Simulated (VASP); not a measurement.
# Ti (Pm-3m) in VASP: further runs

Runs on Ti. Level: revPBE. Tasks: relaxation of cell and atoms, single point.

All numbers are computed with VASP 6.6.1; they aren't measurements. Logs are shortened: lines on timing, memory, paths and dates and some standing lists are left out, and cuts for length are marked.

### Step 1. The structure

Symmetry: Pm-3m, No. 221, cubic system. The conventional cell has a = 2.672 Å, b = 2.672 Å, c = 2.672 Å, α = 90.00°, β = 90.00°, γ = 90.00°. Ti (site symmetry m-3m) is surrounded by 6 Ti at 2.67 Å.

The cell was built by a generator and needn't be a form met in nature.

### Step 2. Relaxation of cell and atoms, revPBE

Contents of INCAR:

```
  PREC = Accurate
  ENCUT = 600
  EDIFF = 1E-7
  ISMEAR = -1
  SIGMA = 0.1
  LREAL = False
  LASPH = True
  NELM = 100
  ALGO = Normal
  ISIF = 3
  LWAVE = False
  LCHARG = False
  GGA = RE
  IBRION = 2
  NSW = 80
  EDIFFG = -0.01
```

Contents of KPOINTS:

```
regular mesh
0
Gamma
  12 12 12
```

Contents of POSCAR:

```
Ti
1.0
    2.6717143674      0.0000000000      0.0000000000
    0.0000000000      2.6717143674      0.0000000000
    0.0000000000      0.0000000000      2.6717143674
Ti
1
Direct
    0.0000000000      0.0000000000      0.0000000000
```

Potentials or basis: VASP PAW PBE potentials, release 64 (Ti_sv).

Launch:

```console
cat potpaw_PBE.64/Ti_sv/POTCAR > POTCAR
mpirun -np 1 vasp_std > vasp.out
```

OUTCAR:

```text
PREC = Accurate
   ENCUT = 600
   EDIFF = 1E-7
   ISMEAR = -1
   LREAL = False
   LASPH = True
   NELM = 100
   ISIF = 3
   GGA = RE
   IBRION = 2
   NSW = 80
   EDIFFG = -0.01

 ion  position               nearest neighbor table
   1  0.000  0.000  0.000-

  LATTYP: Found a simple cubic cell.
 ALAT       =     2.6717143674

  Lattice vectors:

 A1 = (   2.6717143674,   0.0000000000,   0.0000000000)
 A2 = (   0.0000000000,   2.6717143674,   0.0000000000)
 A3 = (   0.0000000000,   0.0000000000,   2.6717143674)

Analysis of symmetry for initial positions (statically):
=====================================================================
 Subroutine PRICEL returns:
 Original cell was already a primitive cell.

 Routine SETGRP: Setting up the symmetry group for a
 simple cubic supercell.

 Subroutine GETGRP returns: Found 48 space group operations
 (whereof 48 operations were pure point group operations)
 out of a pool of 48 trial point group operations.

The static configuration has the point symmetry O_h .

Analysis of symmetry for dynamics (positions and initial velocities):
=====================================================================
 Subroutine PRICEL returns:
 Original cell was already a primitive cell.

 Routine SETGRP: Setting up the symmetry group for a
 simple cubic supercell.

 Subroutine GETGRP returns: Found 48 space group operations
 (whereof 48 operations were pure point group operations)
 out of a pool of 48 trial point group operations.

The dynamic configuration has the point symmetry O_h .

 Subroutine INISYM returns: Found 48 space group operations
 (whereof 48 operations are pure point group operations),
 and found     1 'primitive' translations

----------------------------------------------------------------------------------------

                                     Primitive cell

  volume of cell :      19.0709

  direct lattice vectors                    reciprocal lattice vectors
     2.671714367  0.000000000  0.000000000     0.374291508  0.000000000  0.000000000
     0.000000000  2.671714367  0.000000000     0.000000000  0.374291508  0.000000000
     0.000000000  0.000000000  2.671714367     0.000000000  0.000000000  0.374291508

  length of vectors
     2.671714367  2.671714367  2.671714367     0.374291508  0.374291508  0.374291508

  position of ions in fractional coordinates (direct lattice)
     0.000000000  0.000000000  0.000000000

  ion indices of the primitive-cell ions
   primitive index   ion index
                 1           1

----------------------------------------------------------------------------------------

 KPOINTS: regular mesh

Automatic generation of k-mesh.
 Grid dimensions read from file:
 generate k-points for:   12   12   12

 Generating k-lattice:

  Cartesian coordinates                     Fractional coordinates (reciprocal lattice)
     0.031190959  0.000000000  0.000000000     0.083333333  0.000000000  0.000000000
     0.000000000  0.031190959  0.000000000     0.000000000  0.083333333  0.000000000
     0.000000000  0.000000000  0.031190959     0.000000000  0.000000000  0.083333333

  Length of vectors
     0.031190959  0.031190959  0.031190959

  Shift w.r.t. Gamma in fractional coordinates (k-lattice)
     0.000000000  0.000000000  0.000000000

 Subroutine IBZKPT returns following result:
 ===========================================

 Found     84 irreducible k-points:

 Following reciprocal coordinates:
            Coordinates               Weight
  0.000000  0.000000  0.000000      1.000000
  0.083333  0.000000  0.000000      6.000000
  0.166667  0.000000  0.000000      6.000000
  0.250000  0.000000  0.000000      6.000000
  0.333333  0.000000  0.000000      6.000000
  0.416667  0.000000  0.000000      6.000000
[... 16 lines left out ...]
  0.333333  0.333333  0.000000     12.000000
  0.416667  0.333333  0.000000     24.000000
 [... further k-points ...]
   k-points           NKPTS =     84   k-points in BZ     NKDIM =     84   number of bands    NBANDS=     10
   number of dos      NEDOS =    301   number of ions     NIONS =      1
   total plane-waves  NPLWV =  13824
   dimension x,y,z NGX =    24 NGY =   24 NGZ =   24
   dimension x,y,z NGXF=    48 NGYF=   48 NGZF=   48
   ions per type =               1
   NGX,Y,Z   is equivalent  to a cutoff of  14.93, 14.93, 14.93 a.u.
   NGXF,Y,Z  is equivalent  to a cutoff of  29.87, 29.87, 29.87 a.u.
 SYSTEM =  unknown system
   PREC   = accura    normal or accurate (medium, high low for compatibility)
   ISTART =      0    job   : 0-new  1-cont  2-samecut
   ICHARG =      2    charge: 1-file 2-atom 10-const
   ISPIN  =      1    spin polarized calculation?
   LNONCOLLINEAR =      F non collinear calculations
   LSORBIT =      F    spin-orbit coupling
   LASPH  =      T    aspherical Exc in radial PAW
   ENCUT  =  600.0 eV  44.10 Ry    6.64 a.u.   5.34  5.34  5.34*2*pi/ulx,y,z
   NELM   =    100;   NELMIN=  2; NELMDL= -5     # of ELM steps
   EDIFF  = 0.1E-06   stopping-criterion for ELM
   LREAL  =      F    real-space projection
   EDIFFG = -.1E-01   stopping-criterion for IOM
   NSW    =     80    number of steps for IOM
   IBRION =      2    ionic relax: 0-MD 1-quasi-New 2-CG
   NFREE  =      1    steps in history (QN), initial steepest desc. (CG)
   ISIF   =      3    stress and relaxation
   ISYM   =      2    0-nonsym 1-usesym 2-fastsym
   POTIM  = 0.5000    time-step for ionic-motion
   TEBEG  =    0.0;   TEEND  =   0.0 temperature during run
   PSTRESS=    0.0 pullay stress
   NELECT =      12.0000    total number of electrons
   NUPDOWN=      -1.0000    fix difference up-down
   EMIN   =  10.00;   EMAX   =-10.00  energy-range for DOS
   EFERMI =   0.00;   METHOD = LEGACY
   ISMEAR =    -1;   SIGMA  =   0.10  broadening in eV -4-tet -1-fermi 0-gaus
   EFERMI_NEDOS =   21; number of points for ismear=-14 and -15
   IALGO  =     38    algorithm
   IMIX   =      4    mixing-type and parameters
     AMIX     =   0.40;   BMIX     =  1.00
     AMIX_MAG =   1.60;   BMIX_MAG =  1.00
  volume/ion in A,a.u.               =      19.07       128.70
  Fermi-wavevector in a.u.,A,eV,Ry     =   1.402852  2.651006 26.776184  1.967994
  Thomas-Fermi vector in A             =   2.525572
   LORBIT       =      0    0 simple, 1 ext, 2 COOP (PROOUT), +10 PAW based schemes
   GGA     = RE    functional components
   LHFCALC =     F    Hartree Fock is set to
   AEXX    =    0.0000 exact exchange contribution
   IVDW    =     0    specifies the selected vdW correction
   LEPSILON=     F    determine dielectric tensor
   LRPA    =     F    only Hartree local field effects (RPA)
 conjugate gradient relaxation of ions
 non-spin polarized calculation
  energy-cutoff  :      600.00
  volume of cell :       19.07
 maximum number of plane-waves:       655
 NGX is ok and might be reduce to    24
   NGX = 11   NGY = 11   NGZ = 11

--------------------------------------- Ionic step        1  -------------------------------------------

 number of electron      11.9999996 magnetization

 Free energy of the ion-electron system (eV)
  ---------------------------------------------------
  ext. energy  EPLUGINS =         0.00000000
  ---------------------------------------------------
  free energy    TOTEN  =        -6.70963323 eV

  energy without entropy =       -6.63198155  energy(sigma->0) =       -6.67080739

------------------------ aborting loop because EDIFF is reached ----------------------------------------

  FORCE on cell =-STRESS in cart. coord.  units (eV):
  Direction    XX          YY          ZZ          XY          YZ          ZX
  --------------------------------------------------------------------------------------
  -------------------------------------------------------------------------------------
  Total       -0.0464473     -0.0464473     -0.0464473     -0.0000000     -0.0000000      0.0000000
  in kB       -3.9021214     -3.9021214     -3.9021214     -0.0000000     -0.0000000      0.0000000
  external PRESSURE =      -3.9021214 kB  Pullay stress =       0.0000000 kB
[... 55 lines left out ...]
  energy  without entropy=       -6.6323349125  energy(sigma->0) =       -6.67104220

--------------------------------------- Ionic step        3  -------------------------------------------

 number of electron      11.9999996 magnetization

 Free energy of the ion-electron system (eV)
  ---------------------------------------------------
  ext. energy  EPLUGINS =         0.00000000
  ---------------------------------------------------
  free energy    TOTEN  =        -6.70975797 eV

  energy without entropy =       -6.63229696  energy(sigma->0) =       -6.67102746

 E-fermi :   7.3376     XC(G=0): -10.9065

 val. band max:        7.3361467210   @ k =   0.5000   0.1667   0.0000
 cond. band min:       7.3535658171   @ k =   0.5000   0.2500   0.1667
 fundamental gap:      0.0174190961
 Fermi energy:         7.3376435039

 k-point     1 :       0.0000    0.0000    0.0000
  band No.  band energies     occupation
      1     -49.3882      2.00000
      2     -25.1697      2.00000
      3     -25.1697      2.00000
      4     -25.1697      2.00000
      5       1.6670      2.00000
      6       6.0974      1.99999
      7       6.0974      1.99999
      8      11.0998      0.00000
      9      11.0998      0.00000
     10      11.0998      0.00000
[... 287 lines left out ...]
 k-point    24 :       0.4167    0.3333    0.0000
  band No.  band energies     occupation
      1     -49.2068      2.00000
      2     -25.8173      2.00000
      3     -25.6645      2.00000
      4     -25.0561      2.00000
      5       5.2226      2.00000
      6       6.8382      1.98654
      7       9.4369      0.00000
      8       9.7159      0.00000
      9      10.0541      0.00000
     10      10.7434      0.00000

 [... further k-points ...]
[... 5 lines left out ...]
  --------------------------------------------------------------------------------------
  -------------------------------------------------------------------------------------
  Total        0.0048015      0.0048015      0.0048015     -0.0000000     -0.0000000     -0.0000000
  in kB        0.4055568      0.4055568      0.4055568     -0.0000000     -0.0000000     -0.0000000
  external PRESSURE =       0.4055568 kB  Pullay stress =       0.0000000 kB
[... 16 lines left out ...]
  FREE ENERGIE OF THE ION-ELECTRON SYSTEM (eV)
  ---------------------------------------------------
  free  energy   TOTEN  =        -6.7097579682 eV

  energy  without entropy=       -6.6322969581  energy(sigma->0) =       -6.67102746

 reached required accuracy - stopping structural energy minimisation
```

Wall time 32 s (1 thread of Intel Xeon Platinum 8259CL at 2.50GHz (Skylake/Cascade Lake), shared host); peak memory 0.15 GiB.

What came out:

```
Free energy                            : -6.7098 eV
Relaxed volume                         : 18.97 Å³/atom
Relaxed cell                           : a = 2.667 Å, b = 2.667 Å, c = 2.667 Å, α = 90.00°, β = 90.00°, γ = 90.00°
Space group after relaxing (to 0.05 Å) : Pm-3m (No. 221)
Energy gained by relaxing              : 0.1 meV/atom
Ionic steps                            : 3
Pressure after relaxing                : 0.0 GPa
Band gap on the k mesh                 : none (metal or under the smearing width)
```

Step by step:
| step | energy change (eV) | largest force (eV/Å) | pressure (GPa) | volume (Å³) |
| --- | --- | --- | --- | --- |
| 1 | 0.0000 | 0.0000 | -0.39 | 19.07 |
| 2 | -0.0001 | 0.0000 | 0.10 | 18.94 |
| 3 | -0.0001 | 0.0000 | 0.04 | 18.97 |

Final structure:
```cif
data_structure
_symmetry_space_group_name_H-M 'P 1'
_symmetry_Int_Tables_number 1
_cell_length_a 2.6669
_cell_length_b 2.6669
_cell_length_c 2.6669
_cell_angle_alpha 90.000
_cell_angle_beta 90.000
_cell_angle_gamma 90.000
_cell_volume 18.97
loop_
_atom_site_label
_atom_site_type_symbol
_atom_site_fract_x
_atom_site_fract_y
_atom_site_fract_z
_atom_site_occupancy
Ti1 Ti 0.00000 0.00000 0.00000 1
```

Levels at points of the mesh, in eV from the Fermi level:
```tsv
k point	band 3	band 4	band 5	band 6	band 7	band 8	band 9	band 10
(0.00, 0.00, 0.00)	-32.51	-32.51	-5.67	-1.24	-1.24	3.76	3.76	3.76
(0.50, 0.00, 0.00)	-32.44	-32.44	-1.87	-0.56	-0.30	2.00	2.00	3.92
(0.50, 0.50, 0.00)	-33.17	-32.37	-2.55	-0.14	2.39	2.39	4.79	4.97
(0.50, 0.50, 0.50)	-33.07	-33.07	-1.09	-1.09	-1.09	4.89	4.89	8.88
```

Caveat: the PAW data sets were made with another functional, which shifts forces and pressure a little.

### Step 3. Single point, revPBE

This run uses another cell than the first one, of 17.48 Å³/atom, 0.917 times its volume.

Contents of INCAR:

```
PREC = Accurate ; ENCUT = 520
EDIFF = 1E-7 ; ISMEAR = -1
SIGMA = 0.1 ; LREAL = False
LASPH = True ; NELM = 60
ALGO = Fast ; ISIF = 2
LWAVE = False ; LCHARG = False
GGA = RE ; NBANDS = 12
```

Contents of KPOINTS:

```
Automatic mesh
0
Gamma
  13 13 13
```

Contents of POSCAR:

```
Ti
1.0
    2.5953872290      0.0000000000      0.0000000000
    0.0000000000      2.5953872290      0.0000000000
    0.0000000000      0.0000000000      2.5953872290
Ti
1
Direct
    0.0000000000      0.0000000000      0.0000000000
```

Potentials or basis: VASP PAW PBE potentials, release 64 (Ti_sv).

Launch:

```console
cat potpaw_PBE.64/Ti_sv/POTCAR > POTCAR
mpirun -np 1 vasp_std > vasp.out
```

Wall time 29 s (1 thread of Intel Xeon Platinum 8259CL at 2.50GHz (Skylake/Cascade Lake), shared host); peak memory 0.13 GiB.

It converged, with:

```yaml
Free_energy: -6.6823 eV
Pressure: 6.8 GPa
Band_gap_on_the_k_mesh: none (metal or under the smearing width)
```

Levels at points of the mesh, in eV from the Fermi level:
```csv
k point,band 4,band 5,band 6,band 7,band 8,band 9
"(0.00, 0.00, 0.00)",-32.29,-5.84,-1.40,-1.40,4.13,4.13
```

Caveat: the PAW data sets were made with another functional, which shifts forces and pressure a little.
